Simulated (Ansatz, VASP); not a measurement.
## One calculation of Sr, two programs

```
Sr
1.0
    -2.45175    2.45175    2.30613
     2.45175   -2.45175    2.30613
     2.45175    2.45175   -2.30613
Sr
1
Direct
  0.00000 0.00000 0.00000
```

Change from the starting cell: z stretched by -4 % at fixed volume, crystal datasets.

Alike in both runs: task electric field gradients; functional r2SCAN; k mesh 10 × 10 × 10; occupations fermi-dirac, width 0.05 eV; no spin polarisation.

|  | VASP | Ansatz |
| --- | --- | --- |
| version | VASP 6.6.1 | Ansatz 0.2.0 |
| potentials or method | VASP PAW PBE potentials, release 64 (Sr_sv), cutoff 520 eV | all-electron PAW with datasets made for the crystal, scalar-relativistic |

```tsv
	VASP	Ansatz	Ansatz less VASP
pressure (GPa)	0.1	0.1	-0.02
largest component of the traceless stress (GPa)	0.10	0.09	-0.009
Vzz of the field gradient on the site that differs most (V/Å²)	5.5	6.0	+0.41
```

Ansatz ran all-electron here, so the differences hold the error of VASP's frozen core and of both bases. Ansatz warned: «gradients_without_spin_orbit».

Caveats: the PAW data sets were made with another functional, which shifts forces and pressure a little (VASP).
